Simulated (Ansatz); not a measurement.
# HfB2: energy and pressure over a range of volumes

Aim: scale the cell of HfB2 up and down at fixed shape and fractional positions, and get the equilibrium volume and bulk modulus with LAPW, PAW and all-electron datasets made for the crystal.

Computed with Ansatz 0.2.0 (DFT PBEsol, scalar-relativistic, unless a step's input says otherwise).

## (1) The structure to begin with

The structure is hexagonal, space group P6/mmm (No. 191). The conventional cell has a = 3.140 Å, b = 3.140 Å, c = 3.480 Å, α = 90.00°, β = 90.00°, γ = 120.00°. Hf (site symmetry 6/mmm) has 12 B at 2.51 Å as nearest neighbours. Around B (site symmetry -6m2) lie 3 B at 1.81 Å and 6 Hf at 2.51 Å.

As a file:

```cif
data_structure
_symmetry_space_group_name_H-M 'P 1'
_symmetry_Int_Tables_number 1
_cell_length_a 3.1400
_cell_length_b 3.1400
_cell_length_c 3.4800
_cell_angle_alpha 90.000
_cell_angle_beta 90.000
_cell_angle_gamma 120.000
_cell_volume 29.71
loop_
_atom_site_label
_atom_site_type_symbol
_atom_site_fract_x
_atom_site_fract_y
_atom_site_fract_z
_atom_site_occupancy
Hf1 Hf 0.00000 0.00000 0.00000 1
B1 B 0.33333 0.66667 0.50000 1
B2 B 0.66667 0.33333 0.50000 1
```

Atoms are numbered in the order of the input: Hf1, B2, B3.

## (2) Volume × 0.96, LAPW

Contents of input.yaml:

```yaml
crystal:
  lattice:
    - [3.0975624645, 0.0, 0.0]
    - [-1.5487812323, 2.682567784, 0.0]
    - [0.0, 0.0, 3.4329672075]
  atoms:
    - { symbol: Hf, position: [0.0, 0.0, 0.0] }
    - { symbol: B, position: [0.3333333333, 0.6666666667, 0.5] }
    - { symbol: B, position: [0.6666666667, 0.3333333333, 0.5] }
kpoints:
  mp_grid: { grid: [15, 15, 12] }
  band_path:
    path:
      - [0.0, 0.0, 0.0]
      - [0.5, 0.0, 0.0]
      - [0.3333333333, 0.3333333333, 0.0]
      - [0.0, 0.0, 0.0]
      - [0.0, 0.0, 0.5]
      - [0.5, 0.0, 0.5]
      - [0.3333333333, 0.3333333333, 0.5]
      - [0.0, 0.0, 0.5]
      - [0.5, 0.0, 0.5]
    npoints: 5
scf:
  occupations: { method: fermi_dirac, width: 0.03 }
hamiltonian:
  xc: pbesol
  pseudopotentials: { kind: all_electron, lapw: { basis_error: 0.001 } }
output:
  forces: true
  stress: true
  eigenvalues: true
```

Launch:

```sh
ansatz run input.yaml --threads 1 --pin off --max-ram 4096MiB --backend cpu --events-out ev --progress --plain --runs-dir out
```

Standard output (excerpt; [...] marks lines left out):

```text
LAPW: plane waves up to 8.804 Å⁻¹, error target 1.0e-3 eV per atom; small_component_spin mean_spin; B in spheres of 0.894 Å, 5 of its electrons in bands, Dirac shells []; Hf in spheres of 1.382 Å, 42 of its electrons in bands, Dirac shells []
[...]
Pseudopotentials: kind: all_electron
Pseudopotential: Hf, LAPW, valence charge 42, Koelling and Harmon's equation, gaussian nucleus
Pseudopotential: B, LAPW, valence charge 5, Koelling and Harmon's equation, gaussian nucleus
Functional definition: PBEsol
[...]
Crystal: 3 atoms, lattice volume = 28.526 Å³
Basis set: ecut = 295.329576318345 eV, 339 PW (Γ), exchange–correlation at level 2
Bands: 32, of which v1, the nominal top of the filled ones, is band 26 counted from 1 (25 counted from 0)
Symmetry: 24 space group operations
Space group: P6/mmm (ITA 191), of the structure as read, at distance tolerance 3.1e-5 Å
k-points: 189 of 2700
[...]
SCF iter   1: F=—  HF=-411477.425748 eV  |F-HF|=—  |Δ(HF+E_count)|=         —  Δρ=7.88e-2  dr2=3.27e0  ethr=6.28e-3  ⟨swp⟩=2.0  Hψ=37674  notcnv=0
[...]
the basis was enlarged: its passes take 236.1 KiB over the memory plan, 1 of 1 planned eigensolver slots
[...]
SCF iter   9: F=-411476.056874 eV  HF=-411476.056874 eV  |F-HF|=1.22e-9  |Δ(HF+E_count)|=   9.95e-9  Δρ=4.61e-6  dr2=5.96e-9  ethr=1.95e-10  ⟨swp⟩=2.0  Hψ=17205  notcnv=0
[...]
NSCF: frozen V_eff on 41 k-points
SCF converged after 9 iterations
Free energy (F): -411476.056874 eV
[...]
E sigma→0 (E₀):  -411476.056524 eV
Entropy (-TS):   -0.000699 eV (-0.233 meV/atom)
Fermi energy:    21.674328 eV
[...]
--- Forces (eV/Å), atoms counted from 1 ---
  atom   1  Hf     0.00000000    -0.00000000     0.00000000
  atom   2  B      0.00000000    -0.00000000     0.00000000
  atom   3  B     -0.00000000     0.00000000     0.00000000
[...]
--- Stress (GPa, compression-positive) ---
        7.444982       0.000000       0.000000
       -0.000000       7.444982       0.000000
        0.000000       0.000000       4.704562
  P = ⅓ Tr σ = 6.5315 GPa (65.315 kbar)
--- Band table (eV; the first three rows and the last of 189) ---
[...]
```

Run time: 59 s. Hardware: 1 thread of Arm Neoverse V1, shared host; peak memory 0.68 GiB.

Read from it: pressure 6.53 GPa; no gap.

## (3) Volume × 0.96, PAW

Contents of input.yaml:

```yaml
crystal:
  lattice:
    - [3.0975624645, 0.0, 0.0]
    - [-1.5487812323, 2.682567784, 0.0]
    - [0.0, 0.0, 3.4329672075]
  atoms:
    - { symbol: Hf, position: [0.0, 0.0, 0.0] }
    - { symbol: B, position: [0.3333333333, 0.6666666667, 0.5] }
    - { symbol: B, position: [0.6666666667, 0.3333333333, 0.5] }
kpoints:
  mp_grid: { grid: [15, 15, 12] }
scf:
  occupations: { method: fermi_dirac, width: 0.03 }
hamiltonian:
  xc: pbesol
  pseudopotentials: { kind: paw }
output:
  forces: true
  stress: true
  eigenvalues: true
  efg: { contact_densities: true }
```

Launch:

```sh
ansatz run input.yaml --threads 1 --pin off --max-ram 4096MiB --backend cpu --events-out ev --progress --plain --runs-dir out
```

Standard output (excerpt; [...] marks lines left out):

```text
Hf: output.efg is read without spin–orbit coupling, which moves field gradients at and beside such atoms by some per cent and up to a factor of two; PAW files take it under magnetization.noncollinear and magnetization.spin_orbit
[...]
Pseudopotentials: kind: paw
Pseudopotential: Hf, paw, valence charge 26, recommended cutoff 420 eV (normal)
Pseudopotential: B, paw, valence charge 3, recommended cutoff 420 eV (normal)
[... 1 set-up line as earlier in the session ...]
[...]
Crystal: 3 atoms, lattice volume = 28.526 Å³
Basis set: ecut = 420 eV, 563 PW (Γ), exchange–correlation on 48×48×48 points (8 copies of the dense FFT grid, shifted against one another)
Bands: 20, of which v1, the nominal top of the filled ones, is band 16 counted from 1 (15 counted from 0)
[... 2 set-up lines as earlier in the session ...]
k-points: 189 of 2700
[...]
        7.407851      -0.000000       0.000000
       -0.000000       7.407851       0.000000
        0.000000       0.000000       4.575151
  P = ⅓ Tr σ = 6.4636 GPa (64.636 kbar)
--- PAW observables at the nuclei: V_zz in 10²¹ V/m², potentials from the cell's mean, atoms counted from 1 ---
  atom   1  Hf V_zz =   +11.139506   η = 0.0000   by run symmetry: allowed
            electrostatic potential = -14185.389517 V   contact ρ = 7519019.691950 e/Å³
  atom   2  B  V_zz =    +0.060690   η = 0.0000   by run symmetry: allowed
            electrostatic potential = -337.074345 V   contact ρ = 481.314941 e/Å³
  atom   3  B  V_zz =    +0.060690   η = 0.0000   by run symmetry: allowed
            electrostatic potential = -337.074345 V   contact ρ = 481.314941 e/Å³
--- Band table (eV; the first three rows and the last of 189) ---
  k-point 0: bands = ["-40.3542", "-9.2697", "-8.7203", "-8.7203", "7.2925", "9.6691", "9.6885", "9.7063", "9.7063", "9.7092", "9.7092", "9.8146", "18.0847", "18.2514", "18.2514", "18.5565", "25.4058", "25.4058", "26.0900", "26.0900"]
[...]
```

It took 8.3 s on 1 thread of Arm Neoverse V1, shared host; peak memory 0.44 GiB.

Read from it: pressure 6.46 GPa; no gap; Vzz Hf1 11.14 (η = 0.00), B2 0.06 (η = 0.00) (10²¹ V/m²).

## (4) Volume × 0.96, crystal datasets

Changes to input.yaml since step 3:

```diff
@@ -15,3 +15,3 @@
   xc: pbesol
-  pseudopotentials: { kind: paw }
+  pseudopotentials: { kind: all_electron, datasets: crystal }
 output:
```

Launch:

```sh
ansatz run input.yaml --threads 1 --pin off --max-ram 4096MiB --backend cpu --events-out ev --progress --plain --runs-dir out
```

Standard output (excerpt; [...] marks lines left out):

```text
[...]
Hf: output.efg is read without spin–orbit coupling, which moves field gradients at and beside such atoms by some per cent and up to a factor of two; PAW files take it under magnetization.noncollinear and magnetization.spin_orbit
[...]
[... 1 set-up line as earlier in the session ...]
Pseudopotential: Hf, paw, valence charge 26, recommended cutoff 420 eV (normal), Koelling and Harmon's equation, gaussian nucleus
Pseudopotential: B, paw, valence charge 3, recommended cutoff 420 eV (normal), Koelling and Harmon's equation, gaussian nucleus
[... 1 set-up line as earlier in the session ...]
[...]
Crystal: 3 atoms, lattice volume = 28.526 Å³
Basis set: ecut = 420 eV, 563 PW (Γ), exchange–correlation on 48×48×48 points (8 copies of the dense FFT grid, shifted against one another)
Bands: 20, of which v1, the nominal top of the filled ones, is band 16 counted from 1 (15 counted from 0)
[... 1 set-up line as earlier in the session ...]
[...]
        7.442619       0.000000       0.000000
       -0.000000       7.442619       0.000000
        0.000000       0.000000       4.703507
  P = ⅓ Tr σ = 6.5296 GPa (65.296 kbar)
--- PAW observables at the nuclei: V_zz in 10²¹ V/m², potentials from the cell's mean, atoms counted from 1 ---
  atom   1  Hf V_zz =   +11.736047   η = 0.0000   by run symmetry: allowed
            electrostatic potential = -14182.728365 V   contact ρ = 7515507.083451 e/Å³
  atom   2  B  V_zz =    +0.088633   η = 0.0000   by run symmetry: allowed
            electrostatic potential = -336.325823 V   contact ρ = 481.339180 e/Å³
  atom   3  B  V_zz =    +0.088633   η = 0.0000   by run symmetry: allowed
            electrostatic potential = -336.325823 V   contact ρ = 481.339180 e/Å³
--- Band table (eV; the first three rows and the last of 189) ---
  k-point 0: bands = ["-39.9452", "-8.8563", "-8.3114", "-8.3114", "7.7022", "10.0818", "10.0963", "10.1186", "10.1186", "10.1200", "10.1200", "10.2223", "18.4941", "18.6575", "18.6575", "18.9667", "25.8179", "25.8179"]
[...]
```

Wall time 38 s (1 thread of Arm Neoverse V1, shared host); peak memory 0.87 GiB.

Read from it: pressure 6.53 GPa; no gap; Vzz Hf1 11.74 (η = 0.00), B2 0.09 (η = 0.00) (10²¹ V/m²).

## (5) Volume × 0.99, LAPW

Contents of input.yaml:

```yaml
crystal:
  lattice:
    - [3.1294983495, 0.0, 0.0]
    - [-1.5647491748, 2.7102250717, 0.0]
    - [0.0, 0.0, 3.4683611171]
  atoms:
    - { symbol: Hf, position: [0.0, 0.0, 0.0] }
    - { symbol: B, position: [0.3333333333, 0.6666666667, 0.5] }
    - { symbol: B, position: [0.6666666667, 0.3333333333, 0.5] }
kpoints:
  mp_grid: { grid: [15, 15, 12] }
  band_path:
    path:
      - [0.0, 0.0, 0.0]
      - [0.5, 0.0, 0.0]
      - [0.3333333333, 0.3333333333, 0.0]
      - [0.0, 0.0, 0.0]
      - [0.0, 0.0, 0.5]
      - [0.5, 0.0, 0.5]
      - [0.3333333333, 0.3333333333, 0.5]
      - [0.0, 0.0, 0.5]
      - [0.5, 0.0, 0.5]
    npoints: 5
scf:
  occupations: { method: fermi_dirac, width: 0.03 }
hamiltonian:
  xc: pbesol
  pseudopotentials: { kind: all_electron, lapw: { basis_error: 0.001 } }
output:
  forces: true
  stress: true
  eigenvalues: true
```

Launch:

```sh
ansatz run input.yaml --threads 1 --pin off --max-ram 4096MiB --backend cpu --events-out ev --progress --plain --runs-dir out
```

Standard output (excerpt; [...] marks lines left out):

```text
LAPW: plane waves up to 8.711 Å⁻¹, error target 1.0e-3 eV per atom; small_component_spin mean_spin; B in spheres of 0.903 Å, 5 of its electrons in bands, Dirac shells []; Hf in spheres of 1.394 Å, 42 of its electrons in bands, Dirac shells []
[...]
[... 4 set-up lines as earlier in the session ...]
[...]
Crystal: 3 atoms, lattice volume = 29.417 Å³
Basis set: ecut = 289.1157971884919 eV, 339 PW (Γ), exchange–correlation at level 2
Bands: 32, of which v1, the nominal top of the filled ones, is band 26 counted from 1 (25 counted from 0)
[... 2 set-up lines as earlier in the session ...]
k-points: 189 of 2700
[...]
the basis was enlarged: its passes take 236.1 KiB over the memory plan, 1 of 1 planned eigensolver slots
[...]
SCF iter   9: F=-411476.069462 eV  HF=-411476.069462 eV  |F-HF|=1.22e-9  |Δ(HF+E_count)|=   1.09e-8  Δρ=4.64e-6  dr2=6.42e-9  ethr=2.08e-10  ⟨swp⟩=2.0  Hψ=17206  notcnv=0
[...]
NSCF: frozen V_eff on 41 k-points
SCF converged after 9 iterations
Free energy (F): -411476.069462 eV
[...]
E sigma→0 (E₀):  -411476.069106 eV
Entropy (-TS):   -0.000713 eV (-0.238 meV/atom)
Fermi energy:    21.014883 eV
[...]
--- Forces (eV/Å), atoms counted from 1 ---
  atom   1  Hf     0.00000000     0.00000000     0.00000000
  atom   2  B      0.00000000    -0.00000000     0.00000000
  atom   3  B     -0.00000000     0.00000000    -0.00000000
[...]
--- Stress (GPa, compression-positive) ---
       -1.236161      -0.000000       0.000000
        0.000000      -1.236161      -0.000000
        0.000000      -0.000000      -2.905534
  P = ⅓ Tr σ = -1.7926 GPa (-17.926 kbar)
--- Band table (eV; the first three rows and the last of 189) ---
[...]
```

It took 60 s on 1 thread of Arm Neoverse V1, shared host; peak memory 0.65 GiB.

Result: pressure -1.79 GPa; no gap.

## (6) Volume × 0.99, PAW

Contents of input.yaml:

```yaml
crystal:
  lattice:
    - [3.1294983495, 0.0, 0.0]
    - [-1.5647491748, 2.7102250717, 0.0]
    - [0.0, 0.0, 3.4683611171]
  atoms:
    - { symbol: Hf, position: [0.0, 0.0, 0.0] }
    - { symbol: B, position: [0.3333333333, 0.6666666667, 0.5] }
    - { symbol: B, position: [0.6666666667, 0.3333333333, 0.5] }
kpoints:
  mp_grid: { grid: [15, 15, 12] }
scf:
  occupations: { method: fermi_dirac, width: 0.03 }
hamiltonian:
  xc: pbesol
  pseudopotentials: { kind: paw }
output:
  forces: true
  stress: true
  eigenvalues: true
  efg: { contact_densities: true }
```

Launch:

```sh
ansatz run input.yaml --threads 1 --pin off --max-ram 4096MiB --backend cpu --events-out ev --progress --plain --runs-dir out
```

Standard output (excerpt; [...] marks lines left out):

```text
Hf: output.efg is read without spin–orbit coupling, which moves field gradients at and beside such atoms by some per cent and up to a factor of two; PAW files take it under magnetization.noncollinear and magnetization.spin_orbit
[...]
[... 4 set-up lines as earlier in the session ...]
[...]
Crystal: 3 atoms, lattice volume = 29.417 Å³
Basis set: ecut = 420 eV, 563 PW (Γ), exchange–correlation on 48×48×48 points (8 copies of the dense FFT grid, shifted against one another)
Bands: 20, of which v1, the nominal top of the filled ones, is band 16 counted from 1 (15 counted from 0)
[... 2 set-up lines as earlier in the session ...]
k-points: 189 of 2700
[...]
       -1.267055       0.000000       0.000000
        0.000000      -1.267055      -0.000000
        0.000000      -0.000000      -3.026122
  P = ⅓ Tr σ = -1.8534 GPa (-18.534 kbar)
--- PAW observables at the nuclei: V_zz in 10²¹ V/m², potentials from the cell's mean, atoms counted from 1 ---
  atom   1  Hf V_zz =   +10.972432   η = 0.0000   by run symmetry: allowed
            electrostatic potential = -14184.598759 V   contact ρ = 7519013.672254 e/Å³
  atom   2  B  V_zz =    +0.063274   η = 0.0000   by run symmetry: allowed
            electrostatic potential = -336.236632 V   contact ρ = 481.260362 e/Å³
  atom   3  B  V_zz =    +0.063274   η = 0.0000   by run symmetry: allowed
            electrostatic potential = -336.236632 V   contact ρ = 481.260362 e/Å³
--- Band table (eV; the first three rows and the last of 189) ---
  k-point 0: bands = ["-41.1062", "-9.9950", "-9.4880", "-9.4880", "6.8182", "8.9106", "8.9318", "8.9442", "8.9442", "8.9479", "8.9479", "9.0460", "17.5185", "17.6704", "17.6704", "17.8902", "24.6071", "24.6071", "25.2780", "25.2780"]
[...]
```

It took 7.8 s on 1 thread of Arm Neoverse V1, shared host; peak memory 0.44 GiB.

Result: pressure -1.85 GPa; no gap; Vzz Hf1 10.97 (η = 0.00), B2 0.06 (η = 0.00) (10²¹ V/m²).

## (7) Volume × 0.99, crystal datasets

Changes to input.yaml since step 6:

```diff
@@ -15,3 +15,3 @@
   xc: pbesol
-  pseudopotentials: { kind: paw }
+  pseudopotentials: { kind: all_electron, datasets: crystal }
 output:
```

Launch:

```sh
ansatz run input.yaml --threads 1 --pin off --max-ram 4096MiB --backend cpu --events-out ev --progress --plain --runs-dir out
```

Standard output (excerpt; [...] marks lines left out):

```text
[...]
Hf: output.efg is read without spin–orbit coupling, which moves field gradients at and beside such atoms by some per cent and up to a factor of two; PAW files take it under magnetization.noncollinear and magnetization.spin_orbit
[...]
[... 1 set-up line as earlier in the session ...]
Pseudopotential: Hf, paw, valence charge 26, recommended cutoff 400 eV (normal), Koelling and Harmon's equation, gaussian nucleus
Pseudopotential: B, paw, valence charge 3, recommended cutoff 400 eV (normal), Koelling and Harmon's equation, gaussian nucleus
[... 1 set-up line as earlier in the session ...]
[...]
Crystal: 3 atoms, lattice volume = 29.417 Å³
Basis set: ecut = 400 eV, 539 PW (Γ), exchange–correlation on 48×48×48 points (8 copies of the dense FFT grid, shifted against one another)
Bands: 20, of which v1, the nominal top of the filled ones, is band 16 counted from 1 (15 counted from 0)
[... 1 set-up line as earlier in the session ...]
[...]
--- Stress (GPa, compression-positive) ---
       -1.238424       0.000000       0.000000
        0.000000      -1.238424      -0.000000
        0.000000      -0.000000      -2.906405
  P = ⅓ Tr σ = -1.7944 GPa (-17.944 kbar)
--- PAW observables at the nuclei: V_zz in 10²¹ V/m², potentials from the cell's mean, atoms counted from 1 ---
  atom   1  Hf V_zz =   +11.527231   η = 0.0000   by run symmetry: allowed
            electrostatic potential = -14181.930416 V   contact ρ = 7515500.907053 e/Å³
  atom   2  B  V_zz =    +0.089950   η = 0.0000   by run symmetry: allowed
            electrostatic potential = -335.507296 V   contact ρ = 481.284510 e/Å³
  atom   3  B  V_zz =    +0.089950   η = 0.0000   by run symmetry: allowed
            electrostatic potential = -335.507296 V   contact ρ = 481.284510 e/Å³
--- Band table (eV; the first three rows and the last of 189) ---
  k-point 0: bands = ["-40.7110", "-9.5951", "-9.0925", "-9.0925", "7.2147", "9.3083", "9.3247", "9.3414", "9.3414", "9.3436", "9.3436", "9.4387", "17.9146", "18.0635", "18.0635", "18.2870", "25.0059", "25.0059"]
[...]
```

It took 34 s on 1 thread of Arm Neoverse V1, shared host; peak memory 0.79 GiB.

This run gives: pressure -1.79 GPa; no gap; Vzz Hf1 11.53 (η = 0.00), B2 0.09 (η = 0.00) (10²¹ V/m²).

## (8) Volume × 1.02, LAPW

Contents of input.yaml:

```yaml
crystal:
  lattice:
    - [3.1607954092, 0.0, 0.0]
    - [-1.5803977046, 2.7373291205, 0.0]
    - [0.0, 0.0, 3.5030470293]
  atoms:
    - { symbol: Hf, position: [0.0, 0.0, 0.0] }
    - { symbol: B, position: [0.3333333333, 0.6666666667, 0.5] }
    - { symbol: B, position: [0.6666666667, 0.3333333333, 0.5] }
kpoints:
  mp_grid: { grid: [15, 15, 12] }
  band_path:
    path:
      - [0.0, 0.0, 0.0]
      - [0.5, 0.0, 0.0]
      - [0.3333333333, 0.3333333333, 0.0]
      - [0.0, 0.0, 0.0]
      - [0.0, 0.0, 0.5]
      - [0.5, 0.0, 0.5]
      - [0.3333333333, 0.3333333333, 0.5]
      - [0.0, 0.0, 0.5]
      - [0.5, 0.0, 0.5]
    npoints: 5
scf:
  occupations: { method: fermi_dirac, width: 0.03 }
hamiltonian:
  xc: pbesol
  pseudopotentials: { kind: all_electron, lapw: { basis_error: 0.001 } }
output:
  forces: true
  stress: true
  eigenvalues: true
```

Launch:

```sh
ansatz run input.yaml --threads 1 --pin off --max-ram 4096MiB --backend cpu --events-out ev --progress --plain --runs-dir out
```

Standard output (excerpt; [...] marks lines left out):

```text
LAPW: plane waves up to 8.622 Å⁻¹, error target 1.0e-3 eV per atom; small_component_spin mean_spin; B in spheres of 0.912 Å, 5 of its electrons in bands, Dirac shells []; Hf in spheres of 1.405 Å, 42 of its electrons in bands, Dirac shells []
[...]
[... 4 set-up lines as earlier in the session ...]
[...]
Crystal: 3 atoms, lattice volume = 30.309 Å³
Basis set: ecut = 283.25759897149175 eV, 339 PW (Γ), exchange–correlation at level 2
Bands: 32, of which v1, the nominal top of the filled ones, is band 26 counted from 1 (25 counted from 0)
[... 2 set-up lines as earlier in the session ...]
k-points: 189 of 2700
[...]
the basis was enlarged: its passes take 236.1 KiB over the memory plan, 1 of 1 planned eigensolver slots
[...]
SCF iter   9: F=-411476.039003 eV  HF=-411476.039003 eV  |F-HF|=1.80e-9  |Δ(HF+E_count)|=   1.01e-8  Δρ=4.64e-6  dr2=6.65e-9  ethr=2.22e-10  ⟨swp⟩=2.0  Hψ=17206  notcnv=0
[...]
NSCF: frozen V_eff on 41 k-points
SCF converged after 9 iterations
Free energy (F): -411476.039003 eV
[...]
E sigma→0 (E₀):  -411476.038641 eV
Entropy (-TS):   -0.000724 eV (-0.241 meV/atom)
Fermi energy:    20.390160 eV
[...]
--- Forces (eV/Å), atoms counted from 1 ---
  atom   1  Hf     0.00000000     0.00000000     0.00000000
  atom   2  B      0.00000000    -0.00000000     0.00000000
  atom   3  B      0.00000000    -0.00000000     0.00000000
[...]
--- Stress (GPa, compression-positive) ---
       -8.749430       0.000000       0.000000
        0.000000      -8.749430       0.000000
        0.000000       0.000000      -9.416709
  P = ⅓ Tr σ = -8.9719 GPa (-89.719 kbar)
--- Band table (eV; the first three rows and the last of 189) ---
[...]
```

Wall time 60 s (1 thread of Arm Neoverse V1, shared host); peak memory 0.7 GiB.

Result: pressure -8.97 GPa; no gap.

[end of part 1 of 2]
